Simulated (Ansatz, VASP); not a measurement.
# AgCl (an interface model) in VASP and in Ansatz

```
Ag Cl
1.0
     3.85198    0.00000    0.00000
     0.00000    5.44752    0.00000
     0.00000    0.00000   15.95692
Ag Cl
8 8
Direct
  0.00000 0.00000 0.00339
  0.50000 0.50000 0.13096
  0.00000 0.00000 0.24404
  0.50000 0.50000 0.37161
  0.00000 0.50000 0.50339
  0.50000 0.00000 0.63096
  0.00000 0.50000 0.74404
  0.50000 0.00000 0.87161
  0.00000 0.50000 0.02259
  0.50000 0.00000 0.11847
  0.00000 0.50000 0.25653
  0.50000 0.00000 0.35241
  0.00000 0.00000 0.52259
  0.50000 0.50000 0.61847
  0.00000 0.00000 0.75653
  0.50000 0.50000 0.85241
```

Change from the starting cell: antiphase boundary on (1 1 0), species swapped.

Alike in both runs: functional PBEsol; k mesh 8 × 6 × 2; occupations gaussian, width 0.05 eV; no spin polarisation.

Ansatz relaxed the structure, and its values are those at the end. VASP's run is a single point on that final structure, the one shown.

|  | VASP | Ansatz |
| --- | --- | --- |
| version | VASP 6.6.1 | Ansatz 0.2.0 |
| potentials or method | VASP PAW PBE potentials, release 64 (Ag, Cl) | scalar-relativistic, plane waves, PAW |
| plane-wave cutoff (eV) | 520 | 420 |
| valence electrons in the cell | 144 | 208 |

```csv
,VASP,Ansatz,Ansatz less VASP
gap on the k mesh at the Fermi level (eV),none,none,-
pressure (GPa),-0.9,-0.8,+0.11
rms of the force components (eV/Å),0.004,0.004,-0.0006
```

A gap of «none» marks a metal or a gap that the smearing closes. The two sets of potentials don't hold the same shells in valence.

Caveats: the PAW data sets were made with another functional, which shifts forces and pressure a little (VASP).
